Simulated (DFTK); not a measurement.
MoSe2 under changes of volume

One of the cells (20.129 Å³/atom); the others are scaled copies at fixed shape and fractional positions:

```
Mo Se
1.0
     3.28800    0.00000    0.00000
    -1.64400    2.84749    0.00000
     0.00000    0.00000   12.90000
Mo Se
2 4
Direct
  0.66667 0.33333 0.75000
  0.33333 0.66667 0.25000
  0.66667 0.33333 0.37500
  0.33333 0.66667 0.87500
  0.66667 0.33333 0.12500
  0.33333 0.66667 0.62500
```

| Item | Value |
| --- | --- |
| Program | DFTK 0.8.2 |
| Functional | RPBE |
| Potentials or basis | SPMS 1.0 (PBE) |
| Cutoff | 816 eV |
| k mesh | 5 × 5 × 1 |
| Occupations | fermi-dirac, width 0.05 eV |
| Spin | no spin polarisation |

```csv
volume (Å³/atom),energy over the lowest point (meV/atom),pressure (GPa),gap on the mesh (eV),largest force (eV/Å)
18.922,177.18,22.0,0.84,2.449
19.324,126.59,18.0,0.86,2.021
19.727,85.56,14.4,0.89,1.624
20.129,?,?,?,?
20.532,28.61,8.2,0.92,0.916
20.935,11.10,5.5,0.93,0.600
21.337,0.00,3.1,0.94,0.306
```

Problem. What does the run at 20.129 Å³/atom give?

Solution. Energy over the lowest point 53.17 meV/atom; pressure 11.1 GPa; gap on the mesh 0.90 eV; largest force 1.257 eV/Å.

Worked out: A Birch-Murnaghan fit of order 3 (a polynomial in V^(-2/3)) to the other rows has its minimum at 21.95 Å³/atom, just outside them, with B0 = V·E''(V) = 107 GPa and B' = 4.4 at fixed shape and positions, which overstates the stiffness. It gives 53.21 meV/atom at 20.129 Å³/atom, against the run's 53.17, and -dE/dV = 11.3 GPa, against 11.1. A parabola through the other rows of the gap, of slope 0.827 eV per unit of ln V there, gives 0.90 eV, against the run's 0.90.

Energies are extrapolated to zero smearing.

Caveats: all runs use coarse meshes; the minimum lies outside the volumes run; the potentials were made for another functional, which shifts forces and pressure; an odd mesh through Γ misses points on the zone boundary, where band edges often lie; the cell's inner coordinates are idealised or old, which leaves forces on the atoms; this functional lacks dispersion, which binds the layers, so the pressure and a relaxed spacing across them are unreliable. Spin-orbit coupling on Mo, Se is left out.
